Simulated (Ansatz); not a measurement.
Crystal: Re.

```
Re
1.0
     2.76639    0.00000    0.00000
    -1.38319    2.39576    0.00000
     0.00000    0.00000    8.93885
Re
4
Direct
  0.66667 0.33333 0.75000
  0.00000 0.00000 0.50000
  0.33333 0.66667 0.25000
  0.00000 0.00000 0.00000
```

* Program: Ansatz 0.2.0
* Task: relaxation of cell and atoms
* Functional: PBEsol
* Potentials or basis: Ansatz PAW
* Cutoff: 420 eV (not typed: the program's choice for these potentials)
* k mesh: 11 × 11 × 3
* Occupations: fermi-dirac, width 0.05 eV
* Spin: no spin polarisation

At the start: volume 14.81 Å³/atom.

Task: Where does the relaxation end?

Result: It ends after 4 steps and the volume is 14.55 Å³/atom (-1.8 %); space group P6_3/mmc (No. 194, to 0.05 Å).

Step by step:
| step | energy change (eV) | largest force (eV/Å) | volume (Å³) |
| --- | --- | --- | --- |
| 1 | 0.0000 | 0.0000 | 59.24 |
| 2 | -0.0235 | 0.0000 | 58.27 |
| 3 | -0.0237 | 0.0000 | 58.18 |
| 4 | -0.0228 | 0.0000 | 58.18 |

Final structure:
```
Re
1.0
     2.74934    0.00000    0.00000
    -1.37467    2.38100    0.00000
     0.00000    0.00000    8.88820
Re
4
Direct
  0.66667 0.33333 0.75000
  0.00000 0.00000 0.50000
  0.33333 0.66667 0.25000
  0.00000 0.00000 0.00000
```

Caveat: the plane-wave basis is chosen anew once the cell has moved, so the energies of steps on either side of that aren't comparable; the PAW data sets come from PBE, with cores solved anew for the run's functional, which leaves a small shift of forces and pressure.
